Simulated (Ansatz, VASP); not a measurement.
## Na5H in VASP and in Ansatz

Contents of INCAR:

```
SYSTEM = Na5H
ALGO     = Normal         ! electronic algorithm
EDIFF    = 1E-7           ! SCF threshold, eV
ENCUT    = 520            ! plane-wave cutoff, eV
GGA      = PE             ! functional
ISIF     = 2              ! what is computed and relaxed
ISMEAR   = 0              ! smearing method
LASPH    = .True.         ! aspherical terms in the spheres
LCHARG   = .False.        ! write CHGCAR
LREAL    = .False.        ! projectors in reciprocal space
LWAVE    = .False.        ! write WAVECAR
NBANDS   = 27             ! bands
NELM     = 80             ! most SCF steps
PREC     = Accurate       ! precision mode
SIGMA    = 0.1            ! smearing width, eV
```

KPOINTS

```
k-points
0
Gamma
  3 3 4
  0 0 0
```

The input POSCAR:

```
Na5H
1.0
    5.7652214800      0.0000000000      0.0000000000
   -2.8826107400      4.9928282600      0.0000000000
    0.0000000000      0.0000000000      5.1009950700
Na H
5 1
Direct
    0.0000000000      0.6075096100      0.0000000000
    0.6075096100      0.0000000000      0.0000000000
    0.3924903900      0.3924903900      0.0000000000
    0.6666666700      0.3333333300      0.5000000000
    0.3333333300      0.6666666700      0.5000000000
    0.0000000000      0.0000000000      0.5000000000
```

Input for Ansatz:

```yaml
crystal:
  lattice:
    - [5.76522148, 0.0, 0.0]
    - [-2.88261074, 4.99282826, 0.0]
    - [0.0, 0.0, 5.10099507]
  atoms:
    - { symbol: Na, position: [0.0, 0.60750961, 0.0] }
    - { symbol: Na, position: [0.60750961, 0.0, 0.0] }
    - { symbol: Na, position: [0.39249039, 0.39249039, 0.0] }
    - { symbol: Na, position: [0.66666667, 0.33333333, 0.5] }
    - { symbol: Na, position: [0.33333333, 0.66666667, 0.5] }
    - { symbol: H, position: [0.0, 0.0, 0.5] }
basis:
  ecutwfc: 420
kpoints:
  mp_grid: { grid: [3, 3, 4] }
hamiltonian:
  xc: pbe
scf:
  occupations: { method: gaussian, width: 0.1 }
  lower_state_search: "off"
output:
  forces: true
  stress: true
  eigenvalues: true
```

Change from the starting cell: species swapped into the CaMg5 type (P-62m, No. 189).

Alike in both runs: task single point; functional PBE; k mesh 3 × 3 × 4; occupations gaussian, width 0.1 eV; no spin polarisation.

```csv
,VASP,Ansatz
version,VASP 6.6.1,Ansatz 0.2.0
potentials or method,"VASP PAW PBE potentials, release 64 (Na_pv, H)","scalar-relativistic, plane waves, PAW"
plane-wave cutoff (eV),520,420
valence electrons in the cell,36,46
```

```tsv
	VASP	Ansatz	Ansatz less VASP
gap on the k mesh at the Fermi level (eV)	none	none	-
pressure (GPa)	4.4	4.4	0.00
largest component of the traceless stress (GPa)	1.21	1.21	-0.008
rms of the force components (eV/Å)	0.333	0.333	-0.0008
```

Atom by atom the forces differ by 0.001 eV/Å (rms over components). A gap of «none» marks a metal or a gap that the smearing closes. The two sets of potentials don't hold the same shells in valence.

Caveats: the k mesh is coarse (spacing up to 0.42 Å⁻¹), so the values aren't converged.
